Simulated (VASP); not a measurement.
# CuI: single point with PBE

CuI:

```
Cu I
1.0
     0.00000    3.01203    3.01203
     3.01203    0.00000    3.01203
     3.01203    3.01203    0.00000
Cu I
1 1
Direct
  0.00000 0.00000 0.00000
  0.25000 0.25000 0.25000
```

The cell was built by a generator and needn't be a form met in nature.

```yaml
Program: VASP 6.6.1
Task: single point
Functional: PBE
Potentials_or_basis: VASP PAW PBE potentials, release 64 (Cu, I)
Cutoff: 520 eV
k_mesh: 6 × 6 × 6
Occupations: gaussian, width 0.01 eV
Spin: no spin polarisation
```

| Quantity | Value |
| --- | --- |
| Pressure | 1.1 GPa |
| Band gap on the k mesh | 1.19 eV, direct |

Levels at points of the mesh, in eV from the valence-band top:
| k point | band 6 | band 7 | band 8 | band 9 | band 10 | band 11 | band 12 | band 13 |
| --- | --- | --- | --- | --- | --- | --- | --- | --- |
| (0.00, 0.00, 0.00) | -1.93 | 0.00 | 0.00 | 0.00 | 1.19 | 4.85 | 4.85 | 4.85 |
| (0.50, 0.00, 0.00) | -1.90 | -1.86 | -0.74 | -0.74 | 2.17 | 5.39 | 5.39 | 7.44 |
| (0.50, 0.50, 0.00) | -1.87 | -1.84 | -1.56 | -1.56 | 2.68 | 2.90 | 9.32 | 9.86 |

It took 16 s on 1 thread of Intel(R) Xeon(R) Platinum 8488C (Sapphire Rapids), with other jobs on the host, peak memory 0.17 GiB.

Caveat: spin-orbit coupling is left out, which moves the levels of the heavy elements. As with any semilocal functional, this PBE gap is likely too small.
